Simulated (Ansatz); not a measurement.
Si3N4 — N-14 nuclear quadrupole resonance

Cell: a structure deposited in the COD, ions relaxed with PBE at fixed cell.

Space group P6_3/m (No. 176); a = 7.5950, c = 2.9023 Å, γ = 120.00°.

| site | Wyckoff | site symmetry | x | y | z |
| --- | --- | --- | --- | --- | --- |
| Si | 6h | m.. | 0.7673 | 0.1736 | 0.2500 |
| N7 | 6h | m.. | 0.0294 | 0.3297 | 0.2500 |
| N13 | 2d | -6.. | 0.3333 | 0.6667 | 0.7499 |

One atom of each set is listed.

Method: Kohn–Sham DFT in Ansatz, PBE, plane waves and PAW, scalar-relativistic, 420 eV cutoff, Γ-centred 4×4×10 k-points, Fermi–Dirac smearing 0.02 eV.

N-14: I = 1, Q = 20.44 mb (year-2017 value). Static lattice, zero field.

Problem. Predict the zero-field N-14 lines of each site.

Solution. For I = 1 the lines are ν± = (3/4)|C_Q|(1 ± η/3) and ν₀ = |C_Q|η/2.

```
site  atoms  V_zz (10²¹ V/m²)  C_Q (MHz)     η  line frequencies (MHz)
  N7      6             -4.90      -2.42  0.07      0.0883, 1.77, 1.86
 N13      2             -4.83      -2.39  0.00                    1.79
```

An axis of threefold or higher order runs through N13, so V_zz lies along it and η is zero. At N7 V_zz stands upright on the plane through its three neighbours (within 3°).

At this cell the PBE pressure is 6 GPa, so with PBE the cell would grow if it were relaxed.

The relaxation (11 steps) took 3.6 min of wall time (3.5 min of CPU time) and 0.6 GiB at its peak, on 1 thread of Intel Xeon Platinum 8175M CPU @ 2.50GHz (Skylake/Cascade Lake) (x86_64; 16 cores open to the job, memory cap 2.5 GiB, no GPU), a shared host with a load of 0.8 a core.
